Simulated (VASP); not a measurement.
# TaSi2 (spin) (P6_422) in VASP: further runs, part 2 of 2

VASP 6.6.1. Earlier steps stand in the parts before.

## Step 3: Single point, PBEsol

This run uses another cell than the first one, of 14.30 Å³/atom, 0.988 times its volume.

The input, INCAR:

```
SYSTEM = TaSi2
ALGO = Fast ; EDIFF = 1E-6
ENCUT = 520 ; GGA = PS
ISIF = 2 ; ISMEAR = 0
LASPH = .True. ; LCHARG = .False.
LREAL = .False. ; LWAVE = .False.
NBANDS = 38 ; NELM = 100
PREC = Accurate ; SIGMA = 0.1
```

The input, KPOINTS:

```
k-points
0
Gamma
  9 9 6
  0 0 0
```

The input, POSCAR:

```
TaSi2
1.0
    4.7604839463      0.0000000000      0.0000000000
   -2.3802419732      4.1227000318      0.0000000000
    0.0000000000      0.0000000000      6.5570734537
Ta Si
3 6
Direct
    0.5000000000      0.0000000000      0.0000000000
    0.5000000000      0.5000000000      0.6666666667
    0.0000000000      0.5000000000      0.3333333333
    0.1592446240      0.3184892479      0.0000000000
    0.8407553760      0.1592446240      0.6666666667
    0.6815107521      0.8407553760      0.3333333333
    0.8407553760      0.6815107521      0.0000000000
    0.1592446240      0.8407553760      0.6666666667
    0.3184892479      0.1592446240      0.3333333333
```

Potentials or basis: VASP PAW PBE potentials, release 64 (Ta_pv, Si).

Run with:

```
$ cat potpaw_PBE.64/Ta_pv/POTCAR potpaw_PBE.64/Si/POTCAR > POTCAR
$ mpirun -np 1 vasp_std > vasp.out
```

OUTCAR:

```text
SYSTEM = TaSi2
   EDIFF = 1E-6
   ENCUT = 520
   GGA = PS
   ISIF = 2
   ISMEAR = 0
   LASPH = .True.
   LREAL = .False.
   NELM = 100
   PREC = Accurate

 ion  position               nearest neighbor table
   1  0.500  0.000  0.000-   5 2.60   8 2.60   6 2.60   9 2.60   4 2.72   7 2.72   4 2.72   7 2.72
                             4 2.81   7 2.81   3 3.23   3 3.23   2 3.23   2 3.23
   2  0.500  0.500  0.667-   4 2.60   7 2.60   6 2.60   9 2.60   8 2.72   5 2.72   8 2.72   5 2.72
                             8 2.81   5 2.81   1 3.23   1 3.23   3 3.23   3 3.23
   3  0.000  0.500  0.333-   4 2.60   7 2.60   5 2.60   8 2.60   6 2.72   9 2.72   9 2.72   6 2.72
                             6 2.81   9 2.81   1 3.23   1 3.23   2 3.23   2 3.23
   4  0.159  0.318  0.000-   9 2.55   5 2.55   2 2.60   3 2.60   7 2.63   1 2.72   1 2.72   1 2.81
                             7 2.81   7 2.81
   5  0.841  0.159  0.667-   4 2.55   6 2.55   1 2.60   3 2.60   8 2.63   2 2.72   2 2.72   2 2.81
                             8 2.81   8 2.81
   6  0.682  0.841  0.333-   7 2.55   5 2.55   1 2.60   2 2.60   9 2.63   3 2.72   3 2.72   3 2.81
                             9 2.81   9 2.81
   7  0.841  0.682  0.000-   6 2.55   8 2.55   2 2.60   3 2.60   4 2.63   1 2.72   1 2.72   1 2.81
                             4 2.81   4 2.81
   8  0.159  0.841  0.667-   7 2.55   9 2.55   1 2.60   3 2.60   5 2.63   2 2.72   2 2.72   2 2.81
                             5 2.81   5 2.81
   9  0.318  0.159  0.333-   4 2.55   8 2.55   1 2.60   2 2.60   6 2.63   3 2.72   3 2.72   3 2.81
                             6 2.81   6 2.81

  LATTYP: Found a hexagonal cell.
 ALAT       =     4.7604839463
 C/A-ratio  =     1.3773964008

  Lattice vectors:

 A1 = (   4.7604839463,   0.0000000000,   0.0000000000)
 A2 = (  -2.3802419732,   4.1227000318,   0.0000000000)
 A3 = (   0.0000000000,   0.0000000000,   6.5570734537)

Analysis of symmetry for initial positions (statically):
=====================================================================
 Subroutine PRICEL returns:
 Original cell was already a primitive cell.

 Routine SETGRP: Setting up the symmetry group for a
 hexagonal supercell.

 Subroutine GETGRP returns: Found 12 space group operations
 (whereof  4 operations were pure point group operations)
 out of a pool of 24 trial point group operations.

The static configuration has the point symmetry D_2 .
 The point group associated with its full space group is D_6 .

Analysis of symmetry for dynamics (positions and initial velocities):
=====================================================================
 Subroutine PRICEL returns:
 Original cell was already a primitive cell.

 Routine SETGRP: Setting up the symmetry group for a
 hexagonal supercell.

 Subroutine GETGRP returns: Found 12 space group operations
 (whereof  4 operations were pure point group operations)
 out of a pool of 24 trial point group operations.

The dynamic configuration has the point symmetry D_2 .
 The point group associated with its full space group is D_6 .

 Subroutine INISYM returns: Found 12 space group operations
 (whereof  4 operations are pure point group operations),
 and found     1 'primitive' translations

----------------------------------------------------------------------------------------

                                     Primitive cell

  volume of cell :     128.6894

  direct lattice vectors                    reciprocal lattice vectors
     4.760483946  0.000000000  0.000000000     0.210062677  0.121279743  0.000000000
    -2.380241973  4.122700032  0.000000000     0.000000000  0.242559486  0.000000000
[... 82 lines left out ...]
   number of dos      NEDOS =    301   number of ions     NIONS =      9
   total plane-waves  NPLWV =  64800
   dimension x,y,z NGX =    36 NGY =   36 NGZ =   50
   dimension x,y,z NGXF=    72 NGYF=   72 NGZF=  100
   ions per type =               3   6
   NGX,Y,Z   is equivalent  to a cutoff of  12.57, 12.57, 12.68 a.u.
   NGXF,Y,Z  is equivalent  to a cutoff of  25.14, 25.14, 25.35 a.u.
 SYSTEM =  TaSi2
   PREC   = accura    normal or accurate (medium, high low for compatibility)
   ISTART =      0    job   : 0-new  1-cont  2-samecut
   ICHARG =      2    charge: 1-file 2-atom 10-const
   ISPIN  =      1    spin polarized calculation?
   LNONCOLLINEAR =      F non collinear calculations
   LSORBIT =      F    spin-orbit coupling
   LASPH  =      T    aspherical Exc in radial PAW
   ENCUT  =  520.0 eV  38.22 Ry    6.18 a.u.   8.85  8.85 12.19*2*pi/ulx,y,z
   NELM   =    100;   NELMIN=  2; NELMDL= -5     # of ELM steps
   EDIFF  = 0.1E-05   stopping-criterion for ELM
   LREAL  =      F    real-space projection
   EDIFFG = 0.1E-04   stopping-criterion for IOM
   NSW    =      0    number of steps for IOM
   IBRION =     -1    ionic relax: 0-MD 1-quasi-New 2-CG
   NFREE  =      0    steps in history (QN), initial steepest desc. (CG)
   ISIF   =      2    stress and relaxation
   ISYM   =      2    0-nonsym 1-usesym 2-fastsym
   POTIM  = 0.5000    time-step for ionic-motion
   TEBEG  =    0.0;   TEEND  =   0.0 temperature during run
   PSTRESS=    0.0 pullay stress
   NELECT =      57.0000    total number of electrons
   NUPDOWN=      -1.0000    fix difference up-down
   EMIN   =  10.00;   EMAX   =-10.00  energy-range for DOS
   EFERMI =   0.00;   METHOD = LEGACY
   ISMEAR =     0;   SIGMA  =   0.10  broadening in eV -4-tet -1-fermi 0-gaus
   EFERMI_NEDOS =   21; number of points for ismear=-14 and -15
   IALGO  =     68    algorithm
   IMIX   =      4    mixing-type and parameters
     AMIX     =   0.40;   BMIX     =  1.00
     AMIX_MAG =   1.60;   BMIX_MAG =  1.00
  volume/ion in A,a.u.               =      14.30        96.49
  Fermi-wavevector in a.u.,A,eV,Ry     =   1.247916  2.358220 21.188289  1.557295
  Thomas-Fermi vector in A             =   2.382027
   LORBIT       =      0    0 simple, 1 ext, 2 COOP (PROOUT), +10 PAW based schemes
   GGA     = PS    functional components
   LHFCALC =     F    Hartree Fock is set to
   AEXX    =    0.0000 exact exchange contribution
   IVDW    =     0    specifies the selected vdW correction
   LEPSILON=     F    determine dielectric tensor
   LRPA    =     F    only Hartree local field effects (RPA)
 non-spin polarized calculation
 RMM-DIIS sequential band-by-band and
 Gauss-broadening in eV      SIGMA  =   0.10
  energy-cutoff  :      520.00
  volume of cell :      128.69
 maximum number of plane-waves:      3501
 NGX is ok and might be reduce to    36
   NGX = 17   NGY = 17   NGZ = 25

 number of electron      57.0000000 magnetization

 Free energy of the ion-electron system (eV)
  ---------------------------------------------------
  ext. energy  EPLUGINS =         0.00000000
  ---------------------------------------------------
  free energy    TOTEN  =       -77.34807998 eV

  energy without entropy =      -77.32568310  energy(sigma->0) =      -77.33688154

 E-fermi :   9.3992     XC(G=0): -12.2046

 val. band max:        9.3889690617   @ k =   0.3333   0.1111   0.5000
 cond. band min:       9.4083556738   @ k =   0.3333   0.2222   0.0000
 fundamental gap:      0.0193866121
 Fermi energy:         9.3992136432

 k-point     1 :       0.0000    0.0000    0.0000
  band No.  band energies     occupation
      1     -24.8928      2.00000
      2     -24.8928      2.00000
      3     -24.8889      2.00000
      4     -24.8167      2.00000
      5     -24.8167      2.00000
      6     -24.7218      2.00000
[... 973 lines left out ...]
     37      12.7568      0.00000
     38      13.1685      0.00000

 [... further k-points ...]
[... 5 lines left out ...]
  --------------------------------------------------------------------------------------
  -------------------------------------------------------------------------------------
  Total        0.2250713      0.2250713      0.2972922     -0.0000000     -0.0000000      0.0000000
  in kB        2.8021272      2.8021272      3.7012732     -0.0000000     -0.0000000      0.0000000
  external PRESSURE =       3.1018425 kB  Pullay stress =       0.0000000 kB

 VOLUME and BASIS-vectors are now :
 -----------------------------------------------------------------------------
  energy-cutoff  :      520.00
  volume of cell :      128.69
      direct lattice vectors                 reciprocal lattice vectors
     4.760483946  0.000000000  0.000000000     0.210062677  0.121279743  0.000000000
    -2.380241973  4.122700032  0.000000000     0.000000000  0.242559486  0.000000000
     0.000000000  0.000000000  6.557073454     0.000000000  0.000000000  0.152507061

 POSITION                                       TOTAL-FORCE (eV/Angst)
 -----------------------------------------------------------------------------------
      2.38024      0.00000      0.00000         0.000000     -0.000000      0.000000
      1.19012      2.06135      4.37138         0.000000     -0.000000     -0.000000
     -1.19012      2.06135      2.18569         0.000000     -0.000000      0.000000
      0.00000      1.31304      0.00000         0.000000     -0.002646      0.000000
      3.62336      0.65652      4.37138         0.002292     -0.001323      0.000000
      1.24312      3.46618      2.18569         0.002292      0.001323      0.000000
      2.38024      2.80966      0.00000        -0.000000      0.002646      0.000000
     -1.24312      3.46618      4.37138        -0.002292      0.001323      0.000000
      1.13712      0.65652      2.18569        -0.002292     -0.001323      0.000000
 -----------------------------------------------------------------------------------
    total drift:                                0.000000      0.000000      0.000000

  FREE ENERGIE OF THE ION-ELECTRON SYSTEM (eV)
  ---------------------------------------------------
  free  energy   TOTEN  =       -77.3480799768 eV

  energy  without entropy=      -77.3256831030  energy(sigma->0) =      -77.33688154
```

Run time: 1.7 min. Hardware: 1 thread of Intel Xeon 6975P-C (Granite Rapids), shared host; peak memory 0.35 GiB.

Results:

- Free energy: -77.3481 eV
- Pressure: 0.3 GPa
- Band gap on the k mesh: none (metal or under the smearing width)

Forces on the atoms (eV/Å):
```
Ta   0.000  0.000  0.000
Ta   0.000  0.000  0.000
Ta   0.000  0.000  0.000
Si   0.000 -0.003  0.000
Si   0.002 -0.001  0.000
Si   0.002  0.001  0.000
Si   0.000  0.003  0.000
Si  -0.002  0.001  0.000
Si  -0.002 -0.001  0.000
```

Stress tensor (GPa, compression positive):
```
0.28 0.00 0.00
0.00 0.28 0.00
0.00 0.00 0.37
```

Levels at points of the mesh, in eV from the Fermi level:
```tsv
k point	band 25	band 26	band 27	band 28	band 29	band 30	band 31	band 32	band 33	band 34
(0.00, 0.00, 0.00)	-2.53	-2.41	-2.22	-2.22	-1.48	0.69	3.01	3.01	3.51	3.60
(0.00, 0.00, 0.50)	-2.29	-1.98	-1.78	-1.78	1.11	1.11	2.69	2.69	3.44	3.51
```

Caveat: the PAW data sets were made with another functional, which shifts forces and pressure a little.

## Step 4: Relaxation of cell and atoms, PBEsol

The input, INCAR:

```
PREC = Accurate
ENCUT = 600
EDIFF = 1E-6
ISMEAR = 0
SIGMA = 0.1
LREAL = F
LASPH = T
NELM = 100
ALGO = Fast
ISIF = 3
LWAVE = F
LCHARG = F
GGA = PS
IBRION = 2
NSW = 100
EDIFFG = -0.002
```

The input, KPOINTS:

```
regular mesh
0
Gamma
  9 9 6
```

The input, POSCAR:

```
TaSi2
1.0
    4.7839000000      0.0000000000      0.0000000000
   -2.3919500000      4.1429789292      0.0000000000
    0.0000000000      0.0000000000      6.5700000000
Ta Si
3 6
Direct
    0.5000000000      0.0000000000      0.0000000000
    0.5000000000      0.5000000000      0.6666666667
    0.0000000000      0.5000000000      0.3333333333
    0.1589700000      0.3179400000      0.0000000000
    0.8410300000      0.1589700000      0.6666666667
    0.6820600000      0.8410300000      0.3333333333
    0.8410300000      0.6820600000      0.0000000000
    0.1589700000      0.8410300000      0.6666666667
    0.3179400000      0.1589700000      0.3333333333
```

Run with:

```
$ cat potpaw_PBE.64/Ta_pv/POTCAR potpaw_PBE.64/Si/POTCAR > POTCAR
$ mpirun -np 1 vasp_std > vasp.out
```

It took 11 min on 1 thread of Intel Xeon 6975P-C (Granite Rapids), shared host; peak memory 0.43 GiB.

Results (log left out):

```yaml
Free_energy: -77.3494 eV
Relaxed_volume: 14.32 Å³/atom
Relaxed_cell: a = 4.763 Å, b = 4.763 Å, c = 6.561 Å, α = 90.00°, β = 90.00°, γ = 120.00°
Space_group_after_relaxing_to_0.05_Å: P6_422 (No. 181)
Energy_gained_by_relaxing: 0.9 meV/atom
Ionic_steps: 10
Pressure_after_relaxing: 0.0 GPa
Band_gap_on_the_k_mesh: none (metal or under the smearing width)
```

The path:
| step | energy change (eV) | largest force (eV/Å) | pressure (GPa) | volume (Å³) |
| --- | --- | --- | --- | --- |
| 1 | 0.0000 | 0.0201 | -1.89 | 130.21 |
| 2 | 0.0092 | 0.0135 | 3.04 | 127.02 |
| 3 | -0.0080 | 0.0174 | 0.05 | 128.90 |
| 4 | -0.0084 | 0.0143 | 0.00 | 128.89 |
| 5 | -0.0084 | 0.0149 | 0.01 | 128.90 |
| 6 | -0.0084 | 0.0150 | 0.01 | 128.90 |
| 7 | -0.0084 | 0.0159 | 0.02 | 128.90 |
| 8 | -0.0084 | 0.0148 | 0.00 | 128.90 |
| 9 | -0.0085 | 0.0061 | 0.00 | 128.90 |
| 10 | -0.0085 | 0.0001 | 0.00 | 128.90 |

Final structure:
```xyz
9
Lattice="4.7632 0.0000 0.0000 -2.3816 4.1250 0.0000 0.0000 0.0000 6.5606" Properties=species:S:1:pos:R:3 pbc="T T T"
Ta    2.3816    0.0000    0.0000
Ta    1.1908    2.0625    4.3737
Ta   -1.1908    2.0625    2.1869
Si    0.0000    1.3136    6.5606
Si    3.6256    0.6568    4.3737
Si    1.2440    3.4682    2.1869
Si    2.3816    2.8115    0.0000
Si   -1.2440    3.4682    4.3737
Si    1.1376    0.6568    2.1869
```

Levels at points of the mesh, in eV from the Fermi level:
```csv
k point,band 25,band 26,band 27,band 28,band 29,band 30,band 31,band 32,band 33,band 34
"(0.00, 0.00, 0.00)",-2.53,-2.41,-2.22,-2.22,-1.48,0.69,3.00,3.00,3.50,3.60
"(0.00, 0.00, 0.50)",-2.28,-1.99,-1.77,-1.77,1.11,1.11,2.68,2.68,3.43,3.51
```

Caveat: the PAW data sets were made with another functional, which shifts forces and pressure a little.

## Step 5: The runs side by side

| task | spin | cell | k mesh | cutoff (eV) | gap on the mesh (eV) | pressure (GPa) |
| --- | --- | --- | --- | --- | --- | --- |
| single point | collinear, typed start | P6_422, 14.47 Å³/atom | 6 × 6 × 4 | 520 | none | -1.9 |
| single point | off | P6_422, 14.3 Å³/atom | 9 × 9 × 6 | 520 | none | 0.3 |
| relaxation of cell and atoms | off | relaxed | 9 × 9 × 6 | 600 | none | 0.0 |

Alike in all rows: level PBEsol; potentials or basis VASP PAW PBE potentials, release 64 (Ta_pv, Si); smearing gaussian 0.1 eV.

Caveats: the PAW data sets were made with another functional, which shifts forces and pressure a little.

Total energies depend on the potentials used, so only differences within one code and one set of settings carry meaning.
